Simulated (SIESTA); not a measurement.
Crystal: NbP.

```xyz
4
Lattice="-1.6749 1.6749 5.7401 1.6749 -1.6749 5.7401 1.6749 1.6749 -5.7401" Properties=species:S:1:pos:R:3 pbc="T T T"
Nb    1.6749    0.0000    2.8687
Nb    0.0000    0.0000    5.7387
P     0.0000    1.6749    3.8200
P     0.0000    0.0000    0.9500
```

The cell is a database's computed one.

Base run:

| Item | Value |
| --- | --- |
| Program | SIESTA 5.4.2 |
| Functional | PBE |
| Potentials or basis | PseudoDojo 0.4 standard (PBE files) |
| Basis | DZP (energy shift 0.003 Ry; two zetas on semicore shells) |
| Grid cutoff | 800 Ry |
| Energy shift | 0.003 Ry |
| k mesh | 11 × 11 × 11 |
| Occupations | fermi-dirac, width 0.05 eV |
| Spin | no spin polarisation |

Its results: band gap on the k mesh none (metal or under the smearing width); pressure 0.8 GPa; largest force 0.026 eV/Å.

**Question.** The run is repeated on the same cell with these changes: functional from PBE to PBEsol; potentials or basis from PseudoDojo 0.4 standard (PBE files) to PseudoDojo 0.4 standard (PBEsol files). What comes out?

**Answer.** Band gap on the k mesh none (metal or under the smearing width); pressure -4.5 GPa; largest force 0.026 eV/Å.

Caveats: the basis of atomic orbitals isn't converged, which shifts pressures, moduli and gaps.

Not every run made on this cell is shown here.
